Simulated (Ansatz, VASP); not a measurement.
**One calculation of Tl, two programs**

```
CELL_PARAMETERS angstrom
0.00000 2.19349 2.19349
2.19349 0.00000 2.19349
2.19349 2.19349 0.00000
ATOMIC_POSITIONS crystal
Tl 0.00000 0.00000 0.00000
```

Change from the starting cell: volume scaled by 1.04.

Alike in both runs: task single point; functional PBE; k mesh 16 × 16 × 16; occupations fermi-dirac, width 0.05 eV; no spin polarisation.

|  | VASP | Ansatz |
| --- | --- | --- |
| version | VASP 6.6.1 | Ansatz 0.2.0 |
| potentials or method | VASP PAW PBE potentials, release 64 (Tl_d), cutoff 520 eV | all-electron LAPW, scalar-relativistic |

Ansatz gave:

```
pressure (GPa) : 30.5
```

What did VASP give for the same quantities?

Pressure (GPa): 30.4.

Ansatz ran all-electron here, so the differences hold the error of VASP's frozen core and of both bases.

Caveats: so large a pressure means that the cell lies far from this level's equilibrium, or that cutoff or potentials fall short (VASP). Spin-orbit coupling is left out, which matters for the levels of Tl.
